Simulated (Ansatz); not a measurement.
# BeSe: from supercell energies to defect levels (Be interstitial)

The calculation used DFT PBEsol, scalar-relativistic, plane waves, PAW (Ansatz). (420 eV cutoff, 2×2×2 k-mesh, shifted by half a step, Gaussian smearing of 0.01 eV, collinear spin in charge +1 alone)

Host crystal, relaxed:

```
Be Se
1.0
     0.00000    2.56436    2.56436
     2.56436    0.00000    2.56436
     2.56436    2.56436    0.00000
Be Se
1 1
Cartesian
  0.0000 0.0000 0.0000
  1.2822 1.2822 1.2822
```

The Be interstitial was set at (0.750, 0.750, 0.750) of the host cell, in a supercell of 32 sites (540 Å³), relaxed at fixed cell in each charge q. The host's Kohn–Sham gap is 2.47 eV and its static dielectric constant 7.7 (mean). For each charge: the supercell's free energy over the neutral one with q electrons exchanged at the valence band top, F(q) − F(0) + qE_v; the image-charge term; and the term that aligns the potential far from the defect with the host's.

```
 q F(q) − F(0) + qE_v (eV) image charge (eV) alignment (eV)
+2                   -4.931              1.320           0.222
+1                   -2.501              0.330           0.158
 0                    0.000              0.000           0.000
```

Q: Add the terms and find the levels between neighbouring charges, ε(q/q′) = [A(q′) − A(q)]/(q − q′), with and without the two corrections.

A: A(q): -3.389 eV for +2, -2.013 eV for +1, 0.000 eV for 0.
| level | corrected (eV over E_v) | uncorrected (eV) |
| --- | --- | --- |
| (+2/+1) | 1.38 | 2.43 |
| (+1/0) | 2.01 | 2.50 |

As a check, a point charge in a simple cubic cell of this volume has q²αe²/(2εL) = 0.324 q² eV (e² = 14.40 eV Å, α = 2.837, L = 8.14 Å); the shape of the real cell can change it somewhat. The term grows as q², so it pushes donor levels down and acceptor levels up.

Q: Which of these charges is lowest with the Fermi level at the valence band top, at mid-gap and at the conduction band bottom?

A: The line A(q) + qE_F that lies lowest gives the charge: +2 at E_F = 0.00 eV, +2 at E_F = 1.23 eV, 0 at E_F = 2.47 eV. Charges beyond those computed could lie lower near the band edges.

Q: The neutral defect forms at 4.40 eV with atoms taken from and returned to the elements. What are the formation energies at those three Fermi levels, and what share of sites would hold the defect at 1200 K with E_F at mid-gap, if the host still stood at that temperature?

A: E_f = E_f(0) + A(q) + qE_F = 1.01, 3.48, 4.40 eV. In the dilute limit the share is exp(−E_f/k_BT) = exp(−3.477/0.1034) = 2.5×10⁻¹⁵, leaving out degeneracy and vibrational entropy. This is the Be-rich limit; a poorer supply of Be, or a competing compound of it, raises E_f. The small cell and the narrow Kohn–Sham gap leave errors of tenths of an eV or more, which change the share by orders of magnitude.